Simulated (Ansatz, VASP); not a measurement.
Two plane-wave programs on Cu

```
Cu
1.0
    -1.55420    1.55420    1.18587
     1.55420   -1.55420    1.18587
     1.55420    1.55420   -1.18587
Cu
1
Direct
  0.00000 0.00000 0.00000
```

Alike in both runs: task single point; functional PBE; k mesh 26 × 26 × 26; occupations gaussian, width 0.15 eV; no spin polarisation.

```csv
,VASP,Ansatz
version,VASP 6.6.1,Ansatz 0.2.0
potentials or method,"VASP PAW PBE potentials, release 64 (Cu)","scalar-relativistic, plane waves, PAW"
plane-wave cutoff (eV),520,420
valence electrons in the cell,11,19
```

|  | VASP | Ansatz | Ansatz less VASP |
| --- | --- | --- | --- |
| gap on the k mesh at the Fermi level (eV) | none | none | - |
| pressure (GPa) | 12.4 | 11.5 | -0.87 |
| largest component of the traceless stress (GPa) | 15.04 | 15.03 | -0.010 |

A gap of «none» marks a metal or a gap that the smearing closes. The functional is the same, so the differences come from potentials, cutoffs and numerics. The two sets of potentials don't hold the same shells in valence.
